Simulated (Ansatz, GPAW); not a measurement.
This is a calculation of MgO for GPAW 26.7.0 (ASE script). The cell is a database's computed one, not the measured one.

File run.py:

```python
from ase import Atoms
from ase.calculators.mixing import SumCalculator
from ase.dft.bandgap import bandgap
from ase.io import write
from ase.units import GPa
from dftd4.ase import DFTD4
from gpaw import GPAW, PW

atoms = Atoms(['Mg', 'O'],
              cell=[[0.0, 2.0970013927, 2.0970013927],
                    [2.0970013927, 0.0, 2.0970013927],
                    [2.0970013927, 2.0970013927, 0.0]],
              scaled_positions=[[0.0, 0.0, 0.0],
                                [0.5, 0.5, 0.5]],
              pbc=True)

calc = GPAW(mode=PW(800),
            xc='RPBE',
            kpts={'size': (11, 11, 11), 'gamma': True},
            occupations={'name': 'methfessel-paxton', 'order': 0, 'width': 0.1},
            nbands=16,
            convergence={'density': 1e-05, 'energy': 1e-05},
            maxiter=150,
            txt='gpaw.txt')
atoms.calc = SumCalculator([calc, DFTD4(method='rpbe')])
energy = atoms.get_potential_energy()
forces = atoms.get_forces()
stress = atoms.get_stress()
calc.write('gs.gpw')
write('result.traj', atoms)
print(f'Energy: {energy:.6f} eV')
print('Forces (eV/A):')
print(forces.round(4))
print('Stress (GPa):', (stress / GPa).round(3))
print('Fermi level:', round(calc.get_fermi_level(), 4), 'eV')
print(f'Gap: {bandgap(calc)[0]:.4f} eV, direct: {bandgap(calc, direct=True)[0]:.4f} eV')
```

Potentials or basis: the program's PAW data sets (release 1.2.1) made for this functional, pw.

Command:

```bash
$ OMP_NUM_THREADS=1 python run.py
```

Task: What does the same run look like in Ansatz 0.2.0? Potentials or basis there: all-electron LAPW, scalar-relativistic.

Result: As run (cutoffs and basis follow the program's own potentials, and thresholds, step limits or extra output files can differ):

Contents of input.yaml:

```yaml
crystal:
  lattice:
    - [0.0, 2.0970013927, 2.0970013927]
    - [2.0970013927, 0.0, 2.0970013927]
    - [2.0970013927, 2.0970013927, 0.0]
  atoms:
    - { symbol: Mg, position: [0.0, 0.0, 0.0] }
    - { symbol: O, position: [0.5, 0.5, 0.5] }
kpoints:
  mp_grid: { grid: [11, 11, 11] }
scf:
  occupations: { method: gaussian, width: 0.1 }
hamiltonian:
  xc: rpbe
  dispersion: d4
  pseudopotentials: { kind: all_electron, lapw: { basis_error: 0.001 } }
output:
  forces: true
  stress: true
  eigenvalues: true
```

Potentials or basis: all-electron LAPW, scalar-relativistic.

Run with:

```sh
$ ansatz run input.yaml --threads 1 --pin off --max-ram 3072MiB --backend cpu --events-out ev --progress --plain --runs-dir out
```

Both were run:

|  | GPAW | Ansatz |
| --- | --- | --- |
| Pressure | 4.5 GPa | 4.2 GPa |

Where Ansatz's input types no cutoff or centring, it takes its own default and a Γ-centred mesh.

Pressure is positive in compression.
